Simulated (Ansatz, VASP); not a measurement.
## One calculation of Li, two programs

Contents of INCAR:

```
SYSTEM = Li
PREC = Accurate ; ENCUT = 600
EDIFF = 1E-7 ; ISMEAR = -1
SIGMA = 0.05 ; LREAL = .FALSE.
LASPH = .TRUE. ; NELM = 60
ALGO = Normal ; ISIF = 3
LWAVE = .FALSE. ; LCHARG = .FALSE.
GGA = PS ; IBRION = 2
NSW = 100 ; EDIFFG = -0.005
```

KPOINTS

```
regular mesh
0
G
  9 9 9
  0 0 0
```

Contents of POSCAR:

```
Li
1.0
    0.0000000000      2.2020000000      2.2020000000
    2.2020000000      0.0000000000      2.2020000000
    2.2020000000      2.2020000000      0.0000000000
Li
1
Direct
    0.0000000000      0.0000000000      0.0000000000
```

Input for Ansatz:

```yaml
crystal:
  lattice:
    - [0.0, 2.202, 2.202]
    - [2.202, 0.0, 2.202]
    - [2.202, 2.202, 0.0]
  atoms:
    - { symbol: Li, position: [0.0, 0.0, 0.0] }
basis:
  ecutwfc: 510.0
kpoints:
  mp_grid:
    grid: [9, 9, 9]
hamiltonian:
  xc: pbesol
scf:
  occupations:
    method: fermi_dirac
    width: 0.05
relax:
  f_tol: 0.005
  max_steps: 100
  cell:
    p_target: 0.0
```

This isn't the form of Li at room conditions, which is bcc.

Alike in both runs: task relaxation of cell and atoms; functional PBEsol; k mesh 9 × 9 × 9; occupations fermi-dirac, width 0.05 eV; no spin polarisation.

```csv
,VASP,Ansatz
version,VASP 6.6.1,Ansatz 0.2.0
potentials or method,"VASP PAW PBE potentials, release 64 (Li_sv)","plane waves, PAW"
plane-wave cutoff (eV),600,510
valence electrons in the cell,3,3
```

|  | VASP | Ansatz | Ansatz less VASP |
| --- | --- | --- | --- |
| relaxed volume (Å³/atom) | 19.93 | 20.14 | +0.212 |
| relaxed cell length with the largest relative difference (Å) | 3.043 | 3.054 | +0.0108 |
| energy change over the relaxation (meV/atom) | -4 | -3 | +1.1 |

Caveats: the cutoff is under 1.25 times the usual one of these potentials, so pressure, stress and relaxed cells hold a basis-set (Pulay) error (VASP); the PAW data sets were made with another functional, which shifts forces and pressure a little (VASP).
